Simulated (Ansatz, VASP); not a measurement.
## BiTe: VASP beside Ansatz

```xyz
2
Lattice="0.0000 3.2457 3.2457 3.2457 0.0000 3.2457 3.2457 3.2457 0.0000" Properties=species:S:1:pos:R:3 pbc="T T T"
Bi    0.0000    0.0000    0.0000
Te    3.2457    3.2457    3.2457
```

Change from the starting cell: volume scaled by 1.01, crystal datasets.

Alike in both runs: task electric field gradients; functional LDA; k mesh 10 × 10 × 10; occupations fermi-dirac, width 0.08 eV; no spin polarisation.

|  | VASP | Ansatz |
| --- | --- | --- |
| version | VASP 6.6.1 | Ansatz 0.2.0 |
| potentials or method | VASP PAW LDA potentials, release 64 (Bi_d, Te), cutoff 520 eV | all-electron PAW with datasets made for the crystal, scalar-relativistic |

|  | VASP | Ansatz | Ansatz less VASP |
| --- | --- | --- | --- |
| pressure (GPa) | -3.2 | -3.2 | -0.04 |
| Vzz of the field gradient on the site that differs most (V/Å²) | 0.0 | 0.0 | 0.00 |

Ansatz ran all-electron here, so the differences hold the error of VASP's frozen core and of both bases. Ansatz warned: «gradients_without_spin_orbit».
